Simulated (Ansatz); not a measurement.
ZnS, DFT, PBE, all-electron LAPW, scalar-relativistic (Ansatz 0.2.0), run on 1 thread of Intel(R) Xeon(R) Platinum 8488C (Sapphire Rapids) on a shared host.

The cell is COD entry 9000107, as deposited and not checked against the literature; nothing was relaxed. The listed cell was then made from it by scaling, straining or moving an atom.

Command: `ansatz run input.yaml --threads 1 --pin off --max-ram 3072MiB --backend cpu --events-out ev --progress --plain --runs-dir out`

```yaml
crystal:
  lattice:
    - [0.0, 2.7316965, 2.70465]
    - [2.7316965, 0.0, 2.70465]
    - [2.7316965, 2.7316965, 0.0]
  atoms:
    - { symbol: Zn, position: [0.0, 0.0, 0.0] }
    - { symbol: S, position: [0.75, 0.75, 0.75] }
kpoints:
  mp_grid: { grid: [8, 8, 8] }
  band_path:
    path:
      - [0.0, 0.0, 0.0]
      - [0.0, 0.5, 0.5]
      - [0.25, 0.75, 0.5]
      - [0.0, 0.5, 0.0]
      - [0.0, 0.0, 0.0]
      - [0.5, 0.5, 0.0]
      - [0.3775125, 0.6224875, 0.0]
      - [-0.3775125, 0.3775125, 0.0]
      - [0.0, 0.0, 0.0]
    npoints: 5
scf:
  occupations: { method: fermi_dirac, width: 0.01 }
hamiltonian:
  xc: pbe
  pseudopotentials: { kind: all_electron, lapw: { basis_error: 0.00025 } }
output:
  forces: true
  stress: true
  eigenvalues: true
```

Question: How large is the problem that the program sets up?

Answer: 59 irreducible k-points, 535 plane waves at Γ, 21 bands.

Question: Estimate the wall time and the peak memory.

Answer: 17 s of wall time for 7 SCF iterations, with a peak of 0.39 GiB. Times on shared machines scatter by tens of per cent.
